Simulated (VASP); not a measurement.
Set up this calculation in VASP 6.6.1, as the native input.

```
Task                   : single point
Functional             : PBE
Potentials or basis    : VASP PAW PBE potentials, release 64 (Cu, I)
Cutoff                 : 520 eV
k mesh                 : 6 × 6 × 4
Occupations            : gaussian, width 0.1 eV
Spin                   : collinear spin, typed start
Starting moments       : [1.0, 0.0] μB
Dipole correction      : no
Further INCAR settings : ALGO = Normal; EDIFF = 1e-06; NBANDS = 20
```

The structure of CuI lies in POSCAR:

```
CuI
1.0
    3.3525502000      0.0000000000      0.0000000000
    0.0000000000      3.3525502000      0.0000000000
    0.0000000000      0.0000000000      4.8580485300
Cu I
1 1
Direct
    0.5000000000      0.5000000000      0.5000000000
    0.0000000000      0.0000000000      0.0000000000
```

The cell was built by a generator and needn't be a form met in nature.

The cell isn't the ideal one: species swapped into the VPt type (P4/mmm, No. 123).

One way to write it, as run:

INCAR

```
SYSTEM = CuI
ALGO = Normal
EDIFF = 1E-6
ENCUT = 520
GGA = PE
ISIF = 2
ISMEAR = 0
ISPIN = 2
LASPH = .TRUE.
LCHARG = .TRUE.
LELF = .TRUE.
LMAXMIX = 4
LORBIT = 11
LREAL = .FALSE.
LVHAR = .TRUE.
LWAVE = .FALSE.
MAGMOM = 1 0
NBANDS = 20
NELM = 150
PREC = Accurate
SIGMA = 0.1
```

KPOINTS

```
k-points
0
G
  6 6 4
  0 0 0
```

Potentials or basis: VASP PAW PBE potentials, release 64 (Cu, I).

Launch:

```console
$ cat potpaw_PBE.64/Cu/POTCAR potpaw_PBE.64/I/POTCAR > POTCAR
$ mpirun -np 1 vasp_std > vasp.out
```

Results of the run:

The pressure is -1.9 GPa. The band gap on the k mesh is none (metal or under the smearing width), the net moment is 0.00 μB per cell and the valence electrons inside the program's atomic spheres are Cu 9.68; I 4.22.

Caveat: semilocal functionals often make such compounds metallic where correlation or magnetic order opens a gap, which also shifts bond lengths.

It took 52 s on 1 thread of Intel(R) Xeon(R) Platinum 8375C CPU @ 2.90GHz (Ice Lake) (shared host), peak memory 0.21 GiB.
